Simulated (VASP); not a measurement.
Wanted: the native input for a VASP 6.6.1 run.

| Property | Result |
| --- | --- |
| Task | single point |
| Functional | PBE |
| Potentials or basis | VASP PAW PBE potentials, release 64 (Ba_sv, Zr_sv, O) |
| Cutoff | 520 eV |
| k mesh | 6 × 6 × 6 |
| Occupations | gaussian, width 0.01 eV |
| Spin | no spin polarisation |
| Dipole correction | no |
| Further INCAR settings | ALGO = Normal; EDIFF = 1e-06; NBANDS = 28 |

The structure of BaZrO3 lies in POSCAR:

```
BaZrO3
1.0
    4.2271626608      0.0000000000      0.0000000000
    0.0000000000      4.2271626608      0.0000000000
    0.0000000000      0.0000000000      4.2271626608
Ba Zr O
1 1 3
Direct
    0.0000000000      0.0000000000      0.0000000000
    0.5000000000      0.5000000000      0.5000000000
    0.0000000000      0.5000000000      0.5000000000
    0.5000000000      0.0000000000      0.5000000000
    0.5000000000      0.5000000000      0.0000000000
```

The cell isn't the ideal one: cell and atoms relaxed tightly for response.

The input as run:

INCAR

```
SYSTEM = BaZrO3
PREC = Accurate
ENCUT = 520
EDIFF = 1E-6
ISMEAR = 0
SIGMA = 0.01
LREAL = .False.
LASPH = .True.
NELM = 100
ALGO = Normal
ISIF = 2
LWAVE = .False.
LCHARG = .True.
GGA = PE
LELF = .True.
LVHAR = .True.
NBANDS = 28
```

KPOINTS

```
regular mesh
0
Gamma
  6 6 6
  0 0 0
```

Potentials or basis: VASP PAW PBE potentials, release 64 (Ba_sv, Zr_sv, O).

The run is started by

```sh
$ cat potpaw_PBE.64/Ba_sv/POTCAR potpaw_PBE.64/Zr_sv/POTCAR potpaw_PBE.64/O/POTCAR > POTCAR
$ mpirun -np 1 vasp_std > vasp.out
```

Results of the run:

```json
{
 "Pressure": "0.9 GPa",
 "Band gap on the k mesh": "3.13 eV, indirect (least direct gap 3.38 eV)"
}
```

Caveat: spin-orbit coupling is left out, which moves the levels of the heavy elements.

Run time: 30 s on 1 thread of Intel(R) Xeon(R) Platinum 8488C (Sapphire Rapids), with other jobs on the host, peak memory 0.19 GiB.
